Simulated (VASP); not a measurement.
Here is a VASP 6.6.1 calculation.

File INCAR:

```
PREC     = Accurate       # precision mode
ENCUT    = 600            # plane-wave cutoff, eV
EDIFF    = 1E-7           # SCF threshold, eV
ISMEAR   = 1              # smearing method
SIGMA    = 0.1            # smearing width, eV
LREAL    = F              # projectors in reciprocal space
LASPH    = T              # aspherical terms in the spheres
NELM     = 80             # most SCF steps
ALGO     = Normal         # electronic algorithm
ISIF     = 3              # what is computed and relaxed
LWAVE    = F              # write WAVECAR
LCHARG   = F              # write CHGCAR
METAGGA  = R2SCAN         # meta-GGA
LMIXTAU  = T            
IBRION   = 2              # ionic algorithm
NSW      = 90             # ionic steps
EDIFFG   = -0.005         # ionic threshold
```

The input KPOINTS:

```
Automatic mesh
0
Gamma
  14 14 14
```

POSCAR

```
Al2Cu                                   
1.0
   -2.0264776387      2.0264776387      2.8661423537
    2.0264776387     -2.0264776387      2.8661423537
    2.0264776387      2.0264776387     -2.8661423537
  Al              Cu            
     2     1
Direct
     0.7500000000000000    0.2500000000000000    0.5000000000000000
     0.2500000000000000    0.7500000000000000    0.5000000000000000
     0.5000000000000000    0.5000000000000000    0.0000000000000000
```

Potentials or basis: VASP PAW PBE potentials, release 64 (Al, Cu).

Launch:

```sh
$ cat potpaw_PBE.64/Al/POTCAR potpaw_PBE.64/Cu/POTCAR > POTCAR
$ mpirun -np 1 vasp_std > vasp.out
```

Predict the band gap on the k mesh.

none (metal or under the smearing width).

Final structure:
```
CELL_PARAMETERS angstrom
-2.02648 2.02648 2.86614
2.02648 -2.02648 2.86614
2.02648 2.02648 -2.86614
ATOMIC_POSITIONS crystal
Al 0.75000 0.25000 0.50000
Al 0.25000 0.75000 0.50000
Cu 0.50000 0.50000 0.00000
```

Caveat: the relaxation stopped at its first step, so nothing moved.
